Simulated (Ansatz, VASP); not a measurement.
This is a calculation of Si for VASP 6.6.1.

INCAR

```
SYSTEM = Si
  PREC = Accurate
  ENCUT = 520
  EDIFF = 1E-6
  ISMEAR = -1
  SIGMA = 0.1
  LREAL = .False.
  LASPH = .True.
  NELM = 150
  ALGO = Normal
  ISIF = 2
  LWAVE = .False.
  LCHARG = .True.
  ISPIN = 2
  MAGMOM = -0.06 -0.59
  LORBIT = 11
  GGA = PS
  LELF = .True.
  LVHAR = .True.
  NBANDS = 15
```

KPOINTS

```
regular mesh
0
Gamma
  8 8 8
  0 0 0
```

POSCAR

```
Si
1.0
    0.0000000000      2.7752343705      2.7752343705
    2.7752343705      0.0000000000      2.7752343705
    2.7752343705      2.7752343705      0.0000000000
Si
2
Direct
    0.5000000000      0.5000000000      0.5000000000
    0.7500000000      0.7500000000      0.7500000000
```

Potentials or basis: VASP PAW PBE potentials, release 64 (Si).

The run is started by

```sh
$ cat potpaw_PBE.64/Si/POTCAR > POTCAR
$ mpirun -np 1 vasp_std > vasp.out
```

Problem. Translate it to Ansatz 0.2.0. Potentials there: all-electron LAPW, non-relativistic.

Solution. As run (the cutoff follows the program's own potentials):

The input input.yaml:

```yaml
crystal:
  lattice:
    - [0.0, 2.7752343705, 2.7752343705]
    - [2.7752343705, 0.0, 2.7752343705]
    - [2.7752343705, 2.7752343705, 0.0]
  atoms:
    - { symbol: Si, position: [0.5, 0.5, 0.5], spin: -0.06 }
    - { symbol: Si, position: [0.75, 0.75, 0.75], spin: -0.59 }
kpoints:
  mp_grid: { grid: [8, 8, 8] }
scf:
  occupations: { method: fermi_dirac, width: 0.1 }
hamiltonian:
  xc: pbesol
  pseudopotentials:
    kind: all_electron
    lapw: { basis_error: 0.002 }
    relativity: none
magnetization:
  spin_polarized: true
output:
  forces: true
  stress: true
  eigenvalues: true
```

Potentials or basis: all-electron LAPW, non-relativistic.

Command:

```console
$ ansatz run input.yaml --threads 1 --pin off --max-ram 2560MiB --backend cpu --events-out ev --progress --plain --runs-dir out
```

Both were run:

|  | VASP | Ansatz | Ansatz less VASP |
| --- | --- | --- | --- |
| gap on the k mesh at the Fermi level (eV) | 0.60 | 0.63 | +0.022 |
| least direct gap on the mesh (eV) | 2.38 | 2.43 | +0.051 |
| pressure (GPa) | -5.1 | -5.2 | -0.10 |
| net moment per atom (μB) | 0.00 | 0.00 | 0.000 |

Ansatz ran all-electron here, so the differences hold the error of VASP's frozen core and of both bases.

Caveats: the PAW data sets were made with another functional, which shifts forces and pressure a little (VASP); the starting moments weren't kept (Ansatz). A k mesh can miss the band edges.

A gap of «none» marks a metal or a gap under the smearing width.
